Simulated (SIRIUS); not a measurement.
**Pd under changes of volume**

One of the cells (15.045 Å³/atom); the others are scaled copies at fixed shape and fractional positions:

```
Pd
1.0
     0.00000    1.95939    1.95939
     1.95939    0.00000    1.95939
     1.95939    1.95939    0.00000
Pd
1
Direct
  0.00000 0.00000 0.00000
```

| Item | Value |
| --- | --- |
| Program | SIRIUS 7.10.0 |
| Functional | PBE |
| Potentials or basis | PseudoDojo 0.4.1 PBE standard (scalar relativistic) |
| Cutoff | 1127 eV |
| Density cutoff | 4507 eV |
| k mesh | 12 × 12 × 12 |
| Occupations | fermi-dirac, width 0.05 eV |
| Spin | no spin polarisation |

| volume (Å³/atom) | energy over the lowest point (meV/atom) | pressure (GPa) |
| --- | --- | --- |
| 13.865 | 86.93 | 21.9 |
| 14.160 | ? | ? |
| 14.455 | 27.33 | 11.2 |
| 15.045 | 2.13 | 3.0 |
| 15.340 | 0.00 | -0.4 |
| 15.635 | 3.83 | -3.5 |

Problem. What does the run at 14.160 Å³/atom give?

Solution. Energy over the lowest point 52.25 meV/atom; pressure 16.2 GPa.

Worked out: A Birch-Murnaghan fit of order 3 (a polynomial in V^(-2/3)) to the other rows has its minimum at 15.29 Å³/atom with B0 = V·E''(V) = 170 GPa and B' = 5.4. It gives 52.29 meV/atom at 14.160 Å³/atom, against the run's 52.25, and -dE/dV = 16.1 GPa, against 16.2.

Energies are extrapolated to zero smearing.

Caveats: this set's palladium file may shift the pressure by some GPa.
